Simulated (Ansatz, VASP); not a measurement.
## Au: VASP beside Ansatz

```
CELL_PARAMETERS angstrom
2.74152 0.00000 0.00000
0.00000 2.74152 0.00000
0.00000 0.00000 2.74152
ATOMIC_POSITIONS crystal
Au 0.00000 0.00000 0.00000
```

Alike in both runs: task single point; functional RPBE; k mesh 13 × 13 × 13; occupations fermi-dirac, width 0.1 eV; no spin polarisation.

```csv
,VASP,Ansatz
version,VASP 6.6.1,Ansatz 0.2.0
potentials or method,"VASP PAW PBE potentials, release 64 (Au)","plane waves (420 eV) with PAW, scalar-relativistic"
plane-wave cutoff (eV),520,420
valence electrons in the cell,11,19
```

```csv
,VASP,Ansatz,Ansatz less VASP
pressure (GPa),4.0,4.1,+0.18
```

The two sets of potentials don't hold the same shells in valence.

Caveats: the PAW data sets were made with another functional, which shifts forces and pressure a little (VASP). Spin-orbit coupling is left out, which matters for the levels of Au.
